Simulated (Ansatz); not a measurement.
**TiSi2: relaxation of cell and atoms with PBE+D3(BJ)**

TiSi2:

```xyz
3
Lattice="-1.4729 1.7121 4.2121 1.4729 -1.7121 4.2121 1.4729 1.7121 -4.2121" Properties=species:S:1:pos:R:3 pbc="T T T"
Ti    0.0000    0.0000    0.0000
Si    0.0000    0.0000    5.6448
Si    0.0000    0.0000    2.7793
```

The cell comes from a database or a generator and needn't be the stable form of this composition.

| Quantity | Value |
| --- | --- |
| Program | Ansatz 0.2.0 |
| Task | relaxation of cell and atoms |
| Functional | PBE |
| Dispersion | D3(BJ) |
| Potentials or basis | Ansatz PAW |
| Cutoff | 420 eV (not typed: the program's choice for these potentials) |
| k mesh | 12 × 12 × 12 |
| Occupations | fermi-dirac, width 0.05 eV |
| Spin | no spin polarisation |

| Property | Result |
| --- | --- |
| Relaxed volume | 13.57 Å³/atom |
| Relaxed cell | a = 4.707 Å, b = 4.707 Å, c = 4.707 Å, α = 144.03°, β = 137.95°, γ = 56.50° |
| Space group after relaxing (to 0.05 Å) | Immm (No. 71) |
| Energy gained by relaxing | 11.5 meV/atom |
| Ionic steps | 5 |
| Pressure after relaxing | 0.0 GPa |
| Band gap on the k mesh | none (metal or under the smearing width) |

The path:
| step | energy change (eV) | largest force (eV/Å) | volume (Å³) |
| --- | --- | --- | --- |
| 1 | 0.0000 | 0.0167 | 42.49 |
| 2 | -0.0341 | 0.0674 | 40.55 |
| 3 | -0.0348 | 0.0213 | 40.73 |
| 4 | -0.0349 | 0.0004 | 40.71 |
| 5 | -0.0346 | 0.0003 | 40.71 |

Final structure:
```
Ti Si
1.0
    -1.45326    1.68897    4.14648
     1.45326   -1.68897    4.14648
     1.45326    1.68897   -4.14648
Ti Si
1 2
Direct
  0.00000 0.00000 0.00000
  0.67019 0.67019 0.00000
  0.32981 0.32981 0.00000
```

Levels at points of the mesh, in eV from the Fermi level:
| k point | band 8 | band 9 | band 10 | band 11 | band 12 | band 13 |
| --- | --- | --- | --- | --- | --- | --- |
| (0.00, 0.00, 0.00) | -2.24 | -0.68 | 0.80 | 2.12 | 2.54 | 3.28 |
| (0.00, 0.00, -0.50) | -4.63 | -2.99 | -1.36 | -0.63 | 2.93 | 3.09 |
| (0.00, -0.50, 0.00) | -3.45 | -0.98 | -0.47 | 0.99 | 2.86 | 3.59 |
| (0.00, -0.50, -0.50) | -3.81 | -0.72 | 1.00 | 2.14 | 2.73 | 3.77 |
| (-0.50, -0.50, -0.50) | -1.32 | -0.40 | 0.48 | 2.08 | 2.58 | 2.60 |

Wall time 7.6 s on 2 threads of AMD EPYC 9R45 96-Core Processor (Zen 5), with other jobs on the host, peak memory 0.52 GiB.

Caveat: the plane-wave basis is chosen anew once the cell has moved, so the energies of steps on either side of that aren't comparable; pairwise dispersion overbinds metals, which lowers pressure and volume.
